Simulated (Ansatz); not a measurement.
## HgSe: equation of state with PBE

The system is HgSe.

```
Hg Se
1.0
     0.00000    3.03900    3.03900
     3.03900    0.00000    3.03900
     3.03900    3.03900    0.00000
Hg Se
1 1
Direct
  0.00000 0.00000 0.00000
  0.75000 0.75000 0.75000
```

```yaml
Program: Ansatz 0.2.0
Task: equation of state
Functional: PBE
Potentials_or_basis: Ansatz PAW small core
Cutoff: 420 eV
Density_cutoff: 1680 eV
k_mesh: 8 × 8 × 8
Occupations: fermi-dirac, width 0.05 eV
Spin: no spin polarisation
```

```json
{"Equilibrium volume": "30.67 Å³/atom (rough: see the caveat)", "Bulk modulus": "43 GPa (rough)"}
```

Energy against volume, from the lowest point:
```tsv
volume (Å³/atom)	energy (meV/atom)
26.383	103.78
26.944	74.07
27.505	50.09
28.067	31.18
28.628	16.85
29.189	6.60
29.751	0.00
```

All runs of the series together: 11 s on 2 threads of Arm Neoverse V2, on a shared host.

Caveat: the minimum lies outside the volumes run. The run has no spin-orbit coupling, so splittings on Hg are missing.
